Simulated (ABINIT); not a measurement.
# SnSe (F-43m) in ABINIT: convergence with boxcutmin

Aim: find how far boxcutmin must go before the results for SnSe settle, at PBE. This setting moves, with any that are tied to it; all else stays.

All numbers are computed with ABINIT 10.8.3 (patched build); they aren't measurements. Logs are shortened: lines on timing, memory, paths and dates and some standing lists are left out, and cuts for length are marked. The log counts tension as positive stress, the text compression.

### Step 1. The structure

The structure is cubic, space group F-43m (No. 216). The conventional cell has a = 6.782 Å, b = 6.782 Å, c = 6.782 Å, α = 90.00°, β = 90.00°, γ = 90.00°. Sn (site symmetry -43m) is surrounded by 4 Se at 2.94 Å. Se (site symmetry -43m) is surrounded by 4 Sn at 2.94 Å.

The cell was built by a generator and needn't be a form met in nature.

### Step 2. With boxcutmin 1.3

The input, run.abi:

```
pp_dirpath "./"
pseudos "Sn.GGA_PBE-JTH_sp.xml, Se.GGA_PBE-JTH.xml"

acell 9.0619395867 9.0619395867 9.0619395867
rprim
     0.0000000000     0.7071067812     0.7071067812
     0.7071067812     0.0000000000     0.7071067812
     0.7071067812     0.7071067812     0.0000000000
ntypat 2
znucl 50 34
natom 2
typat 1 2
xred
     0.0000000000     0.0000000000     0.0000000000
     0.7500000000     0.7500000000     0.7500000000

ecut 22.0
pawecutdg 44.0
pawxcdev 0

kptopt 1
ngkpt 7 7 7
nshiftk 1
shiftk 0.0 0.0 0.0

ixc 11

nband 9
occopt 4
tsmear 0.00183747

nstep 100
tolvrs 1.0e-9
boxcutmin 1.3

iomode 3
prtwf 0
prtden 0
prteig 0
prtebands 0
enunit 2
```

Potentials or basis: JTH PAW PBE v2.0 sp.

Started as:

```sh
$ abinit run.abi > log 2>&1
```

It took 11 s on 1 thread of Arm Neoverse V1, shared host; peak memory 0.11 GiB.

It converged, with:

```yaml
Free_energy: -358.9724 eV
Pressure: 0.0 GPa
Band_gap_on_the_k_mesh: 0.29 eV, indirect (least direct gap 0.73 eV)
Valence_electrons_inside_the_program's_atomic_spheres: Sn 2.22; Se 3.93
```

### Step 3. With boxcutmin 1.5

Edit run.abi of step 2 so:

```diff
@@ -33,3 +33,3 @@
 tolvrs 1.0e-9
-boxcutmin 1.3
+boxcutmin 1.5
```

Potentials or basis: JTH PAW PBE v2.0 sp.

Started as:

```sh
$ abinit run.abi > log 2>&1
```

Run time: 13 s. Hardware: 1 thread of Arm Neoverse V1, shared host; peak memory 0.11 GiB.

Results (log left out):

```
Free energy                                           : -358.9716 eV
Pressure                                              : -0.1 GPa
Band gap on the k mesh                                : 0.29 eV, indirect (least direct gap 0.73 eV)
Valence electrons inside the program's atomic spheres : Sn 2.20; Se 3.88
```

### Step 4. With boxcutmin 1.7

Edit run.abi of step 3 so:

```diff
@@ -33,3 +33,3 @@
 tolvrs 1.0e-9
-boxcutmin 1.5
+boxcutmin 1.7
```

Started as:

```sh
$ abinit run.abi > log 2>&1
```

It took 16 s on 1 thread of Arm Neoverse V1, shared host; peak memory 0.12 GiB.

The run converged. Its results:

```yaml
Free_energy: -358.9752 eV
Pressure: 0.0 GPa
Band_gap_on_the_k_mesh: 0.29 eV, indirect (least direct gap 0.73 eV)
Valence_electrons_inside_the_program's_atomic_spheres: Sn 2.21; Se 3.91
```

### Step 5. With boxcutmin 1.85

Edit run.abi of step 4 so:

```diff
@@ -33,3 +33,3 @@
 tolvrs 1.0e-9
-boxcutmin 1.7
+boxcutmin 1.85
```

Started as:

```sh
$ abinit run.abi > log 2>&1
```

Run time: 16 s. Hardware: 1 thread of Arm Neoverse V1, shared host; peak memory 0.14 GiB.

It converged, with:

| Quantity | Value |
| --- | --- |
| Free energy | -358.9735 eV |
| Pressure | -0.1 GPa |
| Band gap on the k mesh | 0.29 eV, indirect (least direct gap 0.73 eV) |
| Valence electrons inside the program's atomic spheres | Sn 2.22; Se 3.90 |

### Step 6. With boxcutmin 2

Edit run.abi of step 5 so:

```diff
@@ -33,3 +33,3 @@
 tolvrs 1.0e-9
-boxcutmin 1.85
+boxcutmin 2.0
```

Potentials or basis: JTH PAW PBE v2.0 sp.

Started as:

```sh
$ abinit run.abi > log 2>&1
```

Run time: 18 s. Hardware: 1 thread of Arm Neoverse V1, shared host; peak memory 0.16 GiB.

The run converged. Its results:

* Free energy: -358.9735 eV
* Pressure: 0.0 GPa
* Band gap on the k mesh: 0.29 eV, indirect (least direct gap 0.73 eV)
* Valence electrons inside the program's atomic spheres: Sn 2.20; Se 3.89

### Step 7. With boxcutmin 2.3

Edit run.abi of step 6 so:

```diff
@@ -33,3 +33,3 @@
 tolvrs 1.0e-9
-boxcutmin 2.0
+boxcutmin 2.3
```

Started as:

```sh
$ abinit run.abi > log 2>&1
```

It took 25 s on 1 thread of Arm Neoverse V1, shared host; peak memory 0.18 GiB.

Results (log left out):

```yaml
Free_energy: -358.9735 eV
Pressure: 0.0 GPa
Band_gap_on_the_k_mesh: 0.29 eV, indirect (least direct gap 0.73 eV)
Valence_electrons_inside_the_program's_atomic_spheres: Sn 2.21; Se 3.89
```

### Step 8. With boxcutmin 2.7

Edit run.abi of step 7 so:

```diff
@@ -33,3 +33,3 @@
 tolvrs 1.0e-9
-boxcutmin 2.3
+boxcutmin 2.7
```

Potentials or basis: JTH PAW PBE v2.0 sp.

Started as:

```sh
$ abinit run.abi > log 2>&1
```

run.abo:

```text
.Version 10.8.3 of ABINIT
 Symmetries : space group F-4 3 m (#216); Bravais cF (face-center cubic)
================================================================================
 Values of the parameters that define the memory need of the present run
     intxc =       0    ionmov =       0      iscf =      17    lmnmax =      13
     lnmax =       5     mgfft =      54  mpssoang =       3    mqgrid =    3001
     natom =       2  nloc_mem =       2    nspden =       1   nspinor =       1
    nsppol =       1      nsym =      24    n1xccc =       1    ntypat =       2
    occopt =       4   xclevel =       2
       mpw =        2622          nfft =      157464          nkpt =          20
 PAW method is used; the additional fine FFT grid is defined by:
   mgfftf=        75    nfftf =    421875
================================================================================
================================================================================

--------------------------------------------------------------------------------
------------- Echo of variables that govern the present computation ------------
--------------------------------------------------------------------------------
 -outvars: echo values of preprocessed input variables --------
            acell      9.0619395867E+00  9.0619395867E+00  9.0619395867E+00 Bohr
              amu      1.18710000E+02  7.89600000E+01
        boxcutmin      2.70000000E+00
        bxctmindg      2.70000000E+00
             ecut      2.20000000E+01 Hartree
           enunit           2
              ixc          11
         kptrlatt        7    0    0      0    7    0      0    0    7
          kptrlen      6.34335771E+01
            natom           2
            nband           9
            ngfft          54      54      54
          ngfftdg          75      75      75
             nkpt          20
            nstep         100
             nsym          24
           ntypat           2
           occopt           4
        pawecutdg      4.40000000E+01 Hartree
         pawxcdev           0
           prtden           0
        prtebands           0
           prteig           0
            prtwf           0
            rprim      0.0000000000E+00  7.0710678120E-01  7.0710678120E-01
                       7.0710678120E-01  0.0000000000E+00  7.0710678120E-01
                       7.0710678120E-01  7.0710678120E-01  0.0000000000E+00
          spgroup         216
           tolvrs      1.00000000E-09
           tsmear      1.83747000E-03 Hartree
            typat      1  2
           useylm           1
           xangst      0.0000000000E+00  0.0000000000E+00  0.0000000000E+00
                       5.0862599967E+00  5.0862599967E+00  5.0862599967E+00
            xcart      0.0000000000E+00  0.0000000000E+00  0.0000000000E+00
                       9.6116383989E+00  9.6116383989E+00  9.6116383989E+00
             xred      0.0000000000E+00  0.0000000000E+00  0.0000000000E+00
                       7.5000000000E-01  7.5000000000E-01  7.5000000000E-01
            znucl       50.00000   34.00000

================================================================================

 chkinp: Checking input parameters for consistency.

================================================================================
== DATASET  1 ==================================================================

--- !DatasetInfo
iteration_state: {dtset: 1, }
dimensions: {natom: 2, nkpt: 20, mband: 9, nsppol: 1, nspinor: 1, nspden: 1, mpw: 2622, }
cutoff_energies: {ecut:  22.0, pawecutdg:  44.0, }
electrons: {nelect:   1.00000000E+01, charge:   0.00000000E+00, occopt:   4.00000000E+00, tsmear:   1.83747000E-03, }
meta: {optdriver: 0, ionmov: 0, optcell: 0, iscf: 17, paral_kgb: 0, }
...

 Exchange-correlation functional for the present dataset will be:
  GGA: Perdew-Burke-Ernzerhof functional - ixc=11
  J.P.Perdew, K.Burke, M.Ernzerhof, PRL 77, 3865 (1996)

 Real(R)+Recip(G) space primitive vectors, cartesian coordinates (Bohr,Bohr^-1):
[... 98 lines left out ...]
- [  7.5000E-01,   7.5000E-01,   7.5000E-01, Se]
cartesian_forces: # hartree/bohr
- [ -1.31317617E-30,   7.25424243E-48,   1.31317617E-30, ]
- [  1.31317617E-30,  -7.25424243E-48,  -1.31317617E-30, ]
force_length_stats: {min:   1.85711155E-30, max:   1.85711155E-30, mean:   1.85711155E-30, }
...

 Integrated electronic density in atomic spheres:
 ------------------------------------------------
 Atom  Sphere_radius  Integrated_density
    1        2.70162          2.20979396
    2        2.21132          3.89476759

================================================================================

 ----iterations are completed or convergence reached----

 Mean square residual over all n,k,spin=   18.886E-09; max=  33.953E-07
 reduced coordinates (array xred) for    2 atoms
       0.000000000000      0.000000000000      0.000000000000
       0.750000000000      0.750000000000      0.750000000000
 rms dE/dt=  9.7162E-30; max dE/dt=  1.6829E-29; dE/dt below (all hartree)
    1       0.000000000000      0.000000000000      0.000000000000
    2       0.000000000000      0.000000000000     -0.000000000000

 cartesian coordinates (angstrom) at end:
    1      0.00000000000000     0.00000000000000     0.00000000000000
    2      5.08625999667186     5.08625999667186     5.08625999667186

 cartesian forces (hartree/bohr) at end:
    1     -0.00000000000000     0.00000000000000     0.00000000000000
    2      0.00000000000000    -0.00000000000000    -0.00000000000000
 frms,max,avg= 1.0722039E-30 1.3131762E-30   0.000E+00  0.000E+00  0.000E+00 h/b

 cartesian forces (eV/Angstrom) at end:
    1     -0.00000000000000     0.00000000000000     0.00000000000000
    2      0.00000000000000    -0.00000000000000    -0.00000000000000
 frms,max,avg= 5.5134939E-29 6.7526234E-29   0.000E+00  0.000E+00  0.000E+00 e/A
 length scales=  9.061939586700  9.061939586700  9.061939586700 bohr
              =  4.795371912608  4.795371912608  4.795371912608 angstroms
 Fermi (or HOMO) energy (hartree) =  -0.00839   Average Vxc (hartree)=  -0.28443
 Eigenvalues (hartree) for nkpt=  20  k points:
 kpt#   1, nband=  9, wtk=  0.00292, kpt=  0.0000  0.0000  0.0000 (reduced coord)
  -0.48545   -0.20017   -0.08451   -0.08451   -0.08451    0.05153    0.05153    0.05153
   0.17433
      occupation numbers for kpt#   1
   2.00000    2.00000    2.00000    2.00000    2.00000    0.00000    0.00000    0.00000
   0.00000
 prteigrs : prtvol=0 or 1, do not print more k-points.

 Fermi (or HOMO) energy (eV) =  -0.22843   Average Vxc (eV)=  -7.73973
 Eigenvalues (   eV  ) for nkpt=  20  k points:
 kpt#   1, nband=  9, wtk=  0.00292, kpt=  0.0000  0.0000  0.0000 (reduced coord)
 -13.20984   -5.44695   -2.29969   -2.29969   -2.29969    1.40214    1.40214    1.40214
   4.74375
 prteigrs : prtvol=0 or 1, do not print more k-points.

--- !EnergyTerms
iteration_state     : {dtset: 1, }
comment             : Components of total free energy in Hartree
kinetic             :  4.48599611612798E+00
hartree             :  2.18711381936442E+00
xc                  : -1.06331610309481E+01
Ewald energy        : -1.08035335492778E+01
psp_core            :  1.12570211468849E+00
local_psp           : -6.23597539603207E+00
PAW spherical_terms :  6.68180891108485E+00
internal            : -1.31920490149922E+01
'-kT*entropy'       :  1.62189134381387E-05
total_energy        : -1.31920327960788E+01
total_energy_eV     : -3.58973499783748E+02
...

--- !EnergyTermsDC
iteration_state     : {dtset: 1, }
comment             : '"Double-counting" decomposition of free energy'
band_energy         : -2.00962991440745E+00
Ewald energy        : -1.08035335492778E+01
psp_core            :  1.12570211468849E+00
xc_dc               : -7.33621348290847E+00
PAW spherical_terms :  5.83162721818975E+00
internal            : -1.31920476137155E+01
'-kT*entropy'       :  1.62189134381387E-05
total_energy_dc     : -1.31920313948020E+01
total_energy_dc_eV  : -3.58973461653066E+02
...

--- !EnergyTermsWithPAWCore
iteration_state     : {dtset: 1, }
comment             : 'Components of total free energy, including PAW core contributions'
Total energy        : -8.60745012765632E+03
Total energy DC     : -8.60745012625504E+03
Total energy (eV)   : -2.34220650016674E+05
Total energy DC (eV): -2.34220649978544E+05
...

 Cartesian components of stress tensor (hartree/bohr^3)
  sigma(1 1)=  1.64430188E-06  sigma(3 2)=  0.00000000E+00
  sigma(2 2)=  1.64430188E-06  sigma(3 1)=  0.00000000E+00
  sigma(3 3)=  1.64430188E-06  sigma(2 1)=  0.00000000E+00

-Cartesian components of stress tensor (GPa)         [Pressure= -4.8377E-02 GPa]
- sigma(1 1)=  4.83770316E-02  sigma(3 2)=  0.00000000E+00
- sigma(2 2)=  4.83770316E-02  sigma(3 1)=  0.00000000E+00
- sigma(3 3)=  4.83770316E-02  sigma(2 1)=  0.00000000E+00

== END DATASET(S) ==============================================================
================================================================================

 -outvars: echo values of variables after computation  --------
            acell      9.0619395867E+00  9.0619395867E+00  9.0619395867E+00 Bohr
           etotal     -1.3192031395E+01
            fcart     -1.3131761683E-30  7.2542424286E-48  1.3131761683E-30
                       1.3131761683E-30 -7.2542424286E-48 -1.3131761683E-30
            rprim      0.0000000000E+00  7.0710678120E-01  7.0710678120E-01
                       7.0710678120E-01  0.0000000000E+00  7.0710678120E-01
                       7.0710678120E-01  7.0710678120E-01  0.0000000000E+00
           strten      1.6443018843E-06  1.6443018843E-06  1.6443018843E-06
                       0.0000000000E+00  0.0000000000E+00  0.0000000000E+00
           xangst      0.0000000000E+00  0.0000000000E+00  0.0000000000E+00
                       5.0862599967E+00  5.0862599967E+00  5.0862599967E+00
             xred      0.0000000000E+00  0.0000000000E+00  0.0000000000E+00
                       7.5000000000E-01  7.5000000000E-01  7.5000000000E-01
 Calculation completed.
```

It took 35 s on 1 thread of Arm Neoverse V1, shared host; peak memory 0.25 GiB.

What came out:

| Item | Value |
| --- | --- |
| Free energy | -358.9735 eV |
| Pressure | 0.0 GPa |
| Band gap on the k mesh | 0.29 eV, indirect (least direct gap 0.73 eV) |
| Valence electrons inside the program's atomic spheres | Sn 2.21; Se 3.89 |

### Step 9. The series at a glance

| boxcutmin | energy less the tightest run (meV/atom) | pressure (GPa) | SCF cycles | CPU time (s) | peak memory (GiB) |
| --- | --- | --- | --- | --- | --- |
| 1.3 | 0.53 | 0.04 | 11 | 11 | 0.11 |
| 1.5 | 0.94 | -0.08 | 12 | 13 | 0.11 |
| 1.7 | -0.86 | 0.01 | 12 | 16 | 0.12 |
| 1.85 | 0.01 | -0.05 | 12 | 16 | 0.14 |
| 2 | 0.01 | -0.05 | 12 | 18 | 0.16 |
| 2.3 | 0.01 | -0.05 | 12 | 25 | 0.18 |
| 2.7 | 0.00 | -0.05 | 12 | 35 | 0.25 |

Against the tightest run, the energy stays within 1 meV/atom from 1.3 on; the pressure stays within 0.1 GPa from 1.3 on. The tightest run that finished is the yardstick and may itself not be fully converged.

Caveats: spin-orbit coupling is left out, which moves the levels of the heavy elements; this set keeps more shells in the core, which shifts pressures and gaps; an odd mesh through Γ misses points on the zone boundary, where band edges often lie.
